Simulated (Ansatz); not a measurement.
# TePb (I4/mmm) in Ansatz: a series of runs

Runs on TePb. Level: PBE. Tasks: single point.

All numbers are computed with Ansatz 0.2.0; they aren't measurements. Logs are shortened: lines on timing, memory, paths and dates and some standing lists are left out, and cuts for length are marked.

**1. The cell of the first run**

It takes space group I4/mmm (No. 139, tetragonal). Conventional cell: a = 4.569 Å, b = 4.569 Å, c = 6.527 Å, α = 90.00°, β = 90.00°, γ = 90.00°. Pb (site symmetry 4/mmm) has 6 Te at 3.23 to 3.26 Å as nearest neighbours. Around Te (site symmetry 4/mmm) lie 6 Pb at 3.23 to 3.26 Å.

**2. Single point, PBE (strained by +1 %)**

Input file input.yaml:

```yaml
crystal:
  lattice:
    - [0.0, 3.231, 3.231]
    - [3.26331, 0.0, 3.231]
    - [3.26331, 3.231, 0.0]
  atoms:
    - { symbol: Pb, position: [0.0, 0.0, 0.0] }
    - { symbol: Te, position: [0.5, 0.5, 0.5] }
hamiltonian:
  xc: pbe
  pseudopotentials: { kind: paw }
kpoints:
  mp_grid: { grid: [7, 7, 7] }
scf:
  occupations: { method: fermi_dirac, width: 0.05 }
output:
  forces: true
  stress: true
  eigenvalues: true
```

Potentials or basis: Ansatz PAW.

On the command line:

```bash
$ ansatz run input.yaml --threads 2 --pin off --max-ram 5632MiB --backend cpu --events-out ev --progress --plain --runs-dir out
```

Log:

```text
Warning: RAYON_NUM_THREADS=2 ignored (pool sized by the plan → 2); use --threads N
Engine: ansatz 0.2.0, aarch64-unknown-linux-gnu
Pseudopotentials: kind: paw
Pseudopotential: Pb, paw, valence charge 14, recommended cutoff 420 eV (normal), Pb.paw.azcp
Pseudopotential: Te, paw, valence charge 16, recommended cutoff 420 eV (normal), Te.paw.azcp
Functional definition: PBE
  parameter kappa = 0.804
  parameter beta = 0.06672455060314922
  exchange = pbe_x(kappa = kappa, mu = beta*pi^2/3)
  correlation = pbe_c(beta = beta)
Crystal: 2 atoms, lattice volume = 68.134 Å³
Basis set: ecut = 420 eV, 1363 PW (Γ), exchange–correlation on 64×64×64 points (8 copies of the dense FFT grid, shifted against one another)
Bands: 19, of which v1, the nominal top of the filled ones, is band 15 counted from 1 (14 counted from 0)
Symmetry: 16 space group operations
Space group: I4/mmm (ITA 139), of the structure as read, at distance tolerance 4.1e-5 Å
k-points: 40 of 343
Non-local potential: Pb, projectors of the file, l = 0: 2, l = 1: 2, l = 2: 2, l = 3: 2
Non-local potential: Te, projectors of the file, l = 0: 2, l = 1: 2, l = 2: 2, l = 3: 2
PAW form: soft (Blöchl's): semilocal exchange-correlation on the pseudo side does not see the compensation charge
PAW one-centre angular grid: Pb, 590 points (default); XC on 64 Gauss nodes
PAW one-centre angular grid: Te, 590 points (default); XC on 64 Gauss nodes
Initial density: superposition of atomic densities (neutral atoms: chi_scale 0, normalization atom), corrected by the library's trained network
Initial wavefunctions: pseudopotential atomic-orbital guess
Functional: x = pbe(κ = 0.804, μ = 0.2195149727645171), c = pbe(β = 0.06672455060314922)
SCF iter   1: F=—  HF=-18887.173730 eV  |F-HF|=—  |Δ(HF+E_count)|=         —  Δρ=5.33e-4  dr2=2.41e-4  ethr=1.77e-3  ⟨swp⟩=6.3  Hψ=3913  notcnv=0
preconditioner: auto → none  [insulator: Δε(μ)=1.015 eV  Ē_g=14.703 eV  σ=0.050 eV  W_gap=1.00  n_scr=14 (ndim 8)  ℏωp=20.1 eV  f_vac=0.014  D(μ)=0.00/eV (n_scr^D=0)  ε∞_Penn≈2.9]
SCF iter   2: F=—  HF=-18887.171893 eV  |F-HF|=—  |Δ(HF+E_count)|=   1.84e-3  Δρ=3.68e-4  dr2=8.50e-5  ethr=8.04e-7  ⟨swp⟩=3.1  Hψ=2029  notcnv=0
SCF iter   3: F=—  HF=-18887.171895 eV  |F-HF|=—  |Δ(HF+E_count)|=   2.22e-6  Δρ=1.71e-4  dr2=1.31e-5  ethr=2.83e-7  ⟨swp⟩=2.0  Hψ=1102  notcnv=0
SCF iter   4: F=—  HF=-18887.171921 eV  |F-HF|=—  |Δ(HF+E_count)|=   2.56e-5  Δρ=6.10e-5  dr2=2.81e-6  ethr=4.36e-8  ⟨swp⟩=2.0  Hψ=1360  notcnv=0
SCF iter   5: F=—  HF=-18887.171919 eV  |F-HF|=—  |Δ(HF+E_count)|=   1.57e-6  Δρ=2.51e-5  dr2=4.82e-7  ethr=9.36e-9  ⟨swp⟩=2.0  Hψ=1360  notcnv=0
SCF iter   6: F=-18887.171919 eV  HF=-18887.171919 eV  |F-HF|=3.76e-8  |Δ(HF+E_count)|=   2.99e-8  Δρ=6.56e-6  dr2=3.29e-8  ethr=3.33e-10  ⟨swp⟩=4.5  Hψ=4003  notcnv=0
SCF 1 converged in 6 iterations: F = -18887.171919 eV  dr2 = 3.29e-8
SCF converged after 6 iterations
Free energy (F): -18887.171919 eV
Harris-Foulkes:  -18887.171919 eV  (|F-HF|=3.76e-8)
Internal energy: -18887.171917 eV  (E = F + TS)
E sigma→0 (E₀):  -18887.171918 eV
Entropy (-TS):   -0.000002 eV (-0.001 meV/atom)
Fermi energy:    8.961082 eV
--- Per-component energies (eV) ---
  E_band       = -320.309253
  E_kinetic    = 468.100164
  E_local      = -2400.499958  (includes V_loc(G=0)·N_el)
  E_nonlocal   = 39.798902
  E_hartree    = 1260.778367
  E_xc         = -345.445223
  E_vxc        = -236.950706  (∫ρ·V_xc dr)
  E_paw        = -15066.526389  (= ΣΔE_a)
  E_vpaw       = -712.303051  (= ΣTr[D̂ρ^β])
  E_aug_tail   = -0.000130  (compensation charges beyond the density's cutoff)
  E_ewald      = -2843.377651
  E_smearing   = -0.000002  (= −TS)
  E_closure    = 0.000000  (closes the sum)
  Σ components = -18887.171919   (vs F -18887.171919, Δ=0.00e0)
--- Forces (eV/Å), atoms counted from 1 ---
  atom   1  Pb     0.00000000    -0.00000000     0.00000000
  atom   2  Te     0.00000000     0.00000000     0.00000000
  max |Σ_I F_I| component: 1.81e-29 eV/Å
--- Stress (GPa, compression-positive) ---
        0.887522       0.000000       0.000000
        0.000000       2.050169      -0.000000
        0.000000      -0.000000       2.050169
  P = ⅓ Tr σ = 1.6626 GPa (16.626 kbar)
--- Band table (eV; the first three rows and the last of 40) ---
  k-point 0: bands = ["-27.5833", "-27.5821", "-27.5779", "-27.5773", "-27.5773", "-8.1707", "-8.1669", "-8.1618", "-8.1618", "-8.1593", "-3.3974", "2.9298", "7.1971", "7.1971", "7.2942", "12.4613", "12.6851", "12.6851", "14.3447"]
  k-point 1: bands = ["-27.5832", "-27.5820", "-27.5778", "-27.5772", "-27.5772", "-8.1730", "-8.1696", "-8.1610", "-8.1591", "-8.1570", "-3.2257", "2.3910", "7.2554", "7.3028", "7.5268", "11.6303", "11.8639", "11.9454", "14.2180"]
  k-point 2: bands = ["-27.5832", "-27.5819", "-27.5776", "-27.5771", "-27.5770", "-8.1791", "-8.1766", "-8.1598", "-8.1521", "-8.1500", "-2.7414", "1.2515", "7.4311", "7.4482", "8.0198", "10.3609", "10.7090", "10.7795", "14.7610"]
  k-point 39: bands = ["-27.5834", "-27.5818", "-27.5771", "-27.5770", "-27.5769", "-8.2099", "-8.1718", "-8.1580", "-8.1513", "-8.1348", "-1.6245", "0.5704", "4.6935", "5.3083", "7.8490", "10.4463", "13.2915", "14.0772", "14.6668"]
```

It took 1.5 s on 2 threads of Arm Neoverse V2, shared host; peak memory 0.36 GiB.

What came out:

| Quantity | Value |
| --- | --- |
| Free energy | -18887.1719 eV |
| Pressure | 1.7 GPa |
| Band gap on the k mesh | 1.02 eV, direct |

Stress tensor (GPa, compression positive):
```
0.89 0.00 0.00
0.00 2.05 0.00
0.00 0.00 2.05
```

Caveat: odd divisions of the mesh miss points on the zone boundary, where band edges often lie, so the gap on the mesh can be too wide; spin-orbit coupling is left out, which as a rule narrows the gap of such compounds by several tenths of an eV. A k mesh can miss the band edges.

**3. Single point, PBE (strained by +2 %)**

Changes to input.yaml since step 2:

```diff
@@ -3,4 +3,4 @@
     - [0.0, 3.231, 3.231]
-    - [3.26331, 0.0, 3.231]
-    - [3.26331, 3.231, 0.0]
+    - [3.29562, 0.0, 3.231]
+    - [3.29562, 3.231, 0.0]
   atoms:
```

Potentials or basis: Ansatz PAW.

On the command line:

```bash
$ ansatz run input.yaml --threads 2 --pin off --max-ram 5632MiB --backend cpu --events-out ev --progress --plain --runs-dir out
```

Log:

```text
Warning: RAYON_NUM_THREADS=2 ignored (pool sized by the plan → 2); use --threads N
Engine: ansatz 0.2.0, aarch64-unknown-linux-gnu
Pseudopotentials: kind: paw
Pseudopotential: Pb, paw, valence charge 14, recommended cutoff 420 eV (normal), Pb.paw.azcp
Pseudopotential: Te, paw, valence charge 16, recommended cutoff 420 eV (normal), Te.paw.azcp
Functional definition: PBE
  parameter kappa = 0.804
  parameter beta = 0.06672455060314922
  exchange = pbe_x(kappa = kappa, mu = beta*pi^2/3)
  correlation = pbe_c(beta = beta)
Crystal: 2 atoms, lattice volume = 68.808 Å³
[... 31 lines left out ...]
  E_kinetic    = 467.844876
  E_local      = -2415.808995  (includes V_loc(G=0)·N_el)
  E_nonlocal   = 39.783880
  E_hartree    = 1266.612242
  E_xc         = -345.328092
  E_vxc        = -236.789548  (∫ρ·V_xc dr)
  E_paw        = -15066.501794  (= ΣΔE_a)
  E_vpaw       = -712.265997  (= ΣTr[D̂ρ^β])
  E_aug_tail   = -0.000140  (compensation charges beyond the density's cutoff)
  E_ewald      = -2833.775307
  E_smearing   = -0.000003  (= −TS)
  E_closure    = 0.000000  (closes the sum)
  Σ components = -18887.173333   (vs F -18887.173333, Δ=0.00e0)
--- Forces (eV/Å), atoms counted from 1 ---
  atom   1  Pb     0.00000000     0.00000000     0.00000000
  atom   2  Te     0.00000000    -0.00000000     0.00000000
  max |Σ_I F_I| component: 1.10e-29 eV/Å
--- Stress (GPa, compression-positive) ---
       -0.189463       0.000000       0.000000
        0.000000       1.983181      -0.000000
        0.000000      -0.000000       1.983181
  P = ⅓ Tr σ = 1.2590 GPa (12.590 kbar)
--- Band table (eV; the first three rows and the last of 40) ---
  k-point 0: bands = ["-27.7016", "-27.6993", "-27.6962", "-27.6950", "-27.6950", "-8.3132", "-8.3049", "-8.3035", "-8.3035", "-8.2982", "-3.4734", "2.7525", "7.0479", "7.0479", "7.2379", "12.1551", "12.5920", "12.5920", "14.1742"]
  k-point 1: bands = ["-27.7015", "-27.6992", "-27.6961", "-27.6950", "-27.6950", "-8.3151", "-8.3079", "-8.3026", "-8.3007", "-8.2960", "-3.3041", "2.2300", "7.1120", "7.1955", "7.4095", "11.3811", "11.7456", "11.8514", "14.0880"]
  k-point 2: bands = ["-27.7015", "-27.6992", "-27.6959", "-27.6949", "-27.6948", "-8.3204", "-8.3149", "-8.3012", "-8.2941", "-8.2895", "-2.8272", "1.1177", "7.3020", "7.3364", "7.8748", "10.1769", "10.5674", "10.6791", "14.6225"]
  k-point 39: bands = ["-27.7017", "-27.6990", "-27.6953", "-27.6949", "-27.6947", "-8.3479", "-8.3127", "-8.3001", "-8.2938", "-8.2735", "-1.7250", "0.4643", "4.5874", "5.1887", "7.6843", "10.2554", "13.1745", "13.9400", "14.4997"]
```

Wall time 1.4 s (2 threads of Arm Neoverse V2, shared host); peak memory 0.36 GiB.

What came out:

```yaml
Free_energy: -18887.1733 eV
Pressure: 1.3 GPa
Band_gap_on_the_k_mesh: 1.02 eV, direct
```

Stress tensor (GPa, compression positive):
```
-0.19  0.00  0.00
 0.00  1.98  0.00
 0.00  0.00  1.98
```

Caveat: odd divisions of the mesh miss points on the zone boundary, where band edges often lie, so the gap on the mesh can be too wide; spin-orbit coupling is left out, which as a rule narrows the gap of such compounds by several tenths of an eV. A k mesh can miss the band edges.

**4. Single point, PBE (strained by +4 %)**

Changes to input.yaml since step 3:

```diff
@@ -3,4 +3,4 @@
     - [0.0, 3.231, 3.231]
-    - [3.29562, 0.0, 3.231]
-    - [3.29562, 3.231, 0.0]
+    - [3.36024, 0.0, 3.231]
+    - [3.36024, 3.231, 0.0]
   atoms:
```

Potentials or basis: Ansatz PAW.

On the command line:

```bash
$ ansatz run input.yaml --threads 2 --pin off --max-ram 5632MiB --backend cpu --events-out ev --progress --plain --runs-dir out
```

Log:

```text
Warning: RAYON_NUM_THREADS=2 ignored (pool sized by the plan → 2); use --threads N
Engine: ansatz 0.2.0, aarch64-unknown-linux-gnu
Pseudopotentials: kind: paw
Pseudopotential: Pb, paw, valence charge 14, recommended cutoff 420 eV (normal), Pb.paw.azcp
Pseudopotential: Te, paw, valence charge 16, recommended cutoff 420 eV (normal), Te.paw.azcp
Functional definition: PBE
  parameter kappa = 0.804
  parameter beta = 0.06672455060314922
  exchange = pbe_x(kappa = kappa, mu = beta*pi^2/3)
  correlation = pbe_c(beta = beta)
Crystal: 2 atoms, lattice volume = 70.158 Å³
Basis set: ecut = 420 eV, 1387 PW (Γ), exchange–correlation on 64×64×64 points (8 copies of the dense FFT grid, shifted against one another)
Bands: 19, of which v1, the nominal top of the filled ones, is band 15 counted from 1 (14 counted from 0)
Symmetry: 16 space group operations
Space group: I4/mmm (ITA 139), of the structure as read, at distance tolerance 4.1e-5 Å
k-points: 40 of 343
Non-local potential: Pb, projectors of the file, l = 0: 2, l = 1: 2, l = 2: 2, l = 3: 2
Non-local potential: Te, projectors of the file, l = 0: 2, l = 1: 2, l = 2: 2, l = 3: 2
PAW form: soft (Blöchl's): semilocal exchange-correlation on the pseudo side does not see the compensation charge
PAW one-centre angular grid: Pb, 590 points (default); XC on 64 Gauss nodes
PAW one-centre angular grid: Te, 590 points (default); XC on 64 Gauss nodes
Initial density: superposition of atomic densities (neutral atoms: chi_scale 0, normalization atom), corrected by the library's trained network
Initial wavefunctions: pseudopotential atomic-orbital guess
Functional: x = pbe(κ = 0.804, μ = 0.2195149727645171), c = pbe(β = 0.06672455060314922)
SCF iter   1: F=—  HF=-18887.165731 eV  |F-HF|=—  |Δ(HF+E_count)|=         —  Δρ=5.87e-4  dr2=2.98e-4  ethr=1.77e-3  ⟨swp⟩=6.4  Hψ=3903  notcnv=0
preconditioner: auto → none  [insulator: Δε(μ)=0.958 eV  Ē_g=14.624 eV  σ=0.050 eV  W_gap=1.00  n_scr=14 (ndim 8)  ℏωp=19.8 eV  f_vac=0.018  D(μ)=0.00/eV (n_scr^D=0)  ε∞_Penn≈2.8]
SCF iter   2: F=—  HF=-18887.163976 eV  |F-HF|=—  |Δ(HF+E_count)|=   1.75e-3  Δρ=3.92e-4  dr2=1.03e-4  ethr=9.92e-7  ⟨swp⟩=3.3  Hψ=1992  notcnv=0
SCF iter   3: F=—  HF=-18887.163973 eV  |F-HF|=—  |Δ(HF+E_count)|=   3.33e-6  Δρ=1.60e-4  dr2=1.28e-5  ethr=3.43e-7  ⟨swp⟩=2.0  Hψ=1122  notcnv=0
SCF iter   4: F=—  HF=-18887.163998 eV  |F-HF|=—  |Δ(HF+E_count)|=   2.50e-5  Δρ=5.49e-5  dr2=2.16e-6  ethr=4.27e-8  ⟨swp⟩=2.0  Hψ=1361  notcnv=0
SCF iter   5: F=—  HF=-18887.163997 eV  |F-HF|=—  |Δ(HF+E_count)|=   8.32e-7  Δρ=2.32e-5  dr2=3.60e-7  ethr=7.20e-9  ⟨swp⟩=2.0  Hψ=1360  notcnv=0
SCF iter   6: F=-18887.163997 eV  HF=-18887.163997 eV  |F-HF|=2.55e-9  |Δ(HF+E_count)|=   2.73e-7  Δρ=3.66e-6  dr2=8.12e-9  ethr=3.33e-10  ⟨swp⟩=6.6  Hψ=3786  notcnv=0
SCF 1 converged in 6 iterations: F = -18887.163997 eV  dr2 = 8.12e-9
SCF converged after 6 iterations
Free energy (F): -18887.163997 eV
Harris-Foulkes:  -18887.163997 eV  (|F-HF|=2.55e-9)
Internal energy: -18887.163993 eV  (E = F + TS)
E sigma→0 (E₀):  -18887.163995 eV
Entropy (-TS):   -0.000004 eV (-0.002 meV/atom)
Fermi energy:    8.542780 eV
--- Per-component energies (eV) ---
  E_band       = -331.239728
  E_kinetic    = 467.391050
  E_local      = -2446.984690  (includes V_loc(G=0)·N_el)
  E_nonlocal   = 39.756874
  E_hartree    = 1278.645410
  E_xc         = -345.114293
  E_vxc        = -236.494315  (∫ρ·V_xc dr)
  E_paw        = -15066.454705  (= ΣΔE_a)
  E_vpaw       = -712.194370  (= ΣTr[D̂ρ^β])
  E_aug_tail   = -0.000157  (compensation charges beyond the density's cutoff)
  E_ewald      = -2814.403483
  E_smearing   = -0.000004  (= −TS)
  E_closure    = 0.000000  (closes the sum)
  Σ components = -18887.163997   (vs F -18887.163997, Δ=0.00e0)
--- Forces (eV/Å), atoms counted from 1 ---
  atom   1  Pb     0.00000000     0.00000000    -0.00000000
  atom   2  Te     0.00000000    -0.00000000     0.00000000
  max |Σ_I F_I| component: 1.50e-29 eV/Å
--- Stress (GPa, compression-positive) ---
       -1.946954       0.000000       0.000000
        0.000000       1.841515       0.000000
        0.000000       0.000000       1.841515
  P = ⅓ Tr σ = 0.5787 GPa (5.787 kbar)
--- Band table (eV; the first three rows and the last of 40) ---
  k-point 0: bands = ["-27.9304", "-27.9262", "-27.9250", "-27.9229", "-27.9229", "-8.5922", "-8.5801", "-8.5801", "-8.5738", "-8.5686", "-3.6244", "2.4129", "6.7596", "6.7596", "7.1230", "11.5767", "12.4087", "12.4087", "13.8450"]
  k-point 1: bands = ["-27.9304", "-27.9261", "-27.9250", "-27.9228", "-27.9228", "-8.5934", "-8.5794", "-8.5792", "-8.5752", "-8.5664", "-3.4598", "1.9186", "6.8343", "6.9575", "7.2104", "10.8769", "11.5482", "11.6664", "13.8365"]
  k-point 2: bands = ["-27.9304", "-27.9261", "-27.9248", "-27.9228", "-27.9227", "-8.5972", "-8.5848", "-8.5779", "-8.5709", "-8.5605", "-2.9973", "0.8554", "7.0511", "7.1196", "7.5957", "9.7879", "10.3357", "10.4820", "14.3561"]
  k-point 39: bands = ["-27.9306", "-27.9258", "-27.9242", "-27.9228", "-27.9226", "-8.6169", "-8.5886", "-8.5775", "-8.5720", "-8.5435", "-1.9226", "0.2527", "4.3801", "4.9555", "7.3749", "9.8943", "12.9430", "13.6701", "14.1827"]
```

Run time: 1.4 s. Hardware: 2 threads of Arm Neoverse V2, shared host; peak memory 0.36 GiB.

Results:

```
Free energy            : -18887.1640 eV
Pressure               : 0.6 GPa
Band gap on the k mesh : 0.96 eV, indirect (least direct gap 0.99 eV)
```

Stress tensor (GPa, compression positive):
```
-1.95  0.00  0.00
 0.00  1.84  0.00
 0.00  0.00  1.84
```

Caveat: odd divisions of the mesh miss points on the zone boundary, where band edges often lie, so the gap on the mesh can be too wide; spin-orbit coupling is left out, which as a rule narrows the gap of such compounds by several tenths of an eV.

**5. Summary**

```tsv
cell	gap on the mesh (eV)	pressure (GPa)
strained by +1 %	1.02	1.7
strained by +2 %	1.02	1.3
strained by +4 %	0.96	0.6
```

Alike in all rows: task single point; level PBE; potentials or basis Ansatz PAW; no spin polarisation; k mesh 7 × 7 × 7; cutoff (eV) 420; smearing fermi-dirac 0.05 eV.

Caveats: odd divisions of the mesh miss points on the zone boundary, where band edges often lie, so the gap on the mesh can be too wide; spin-orbit coupling is left out, which as a rule narrows the gap of such compounds by several tenths of an eV.

Total energies depend on the potentials used, so only differences within one code and one set of settings carry meaning.
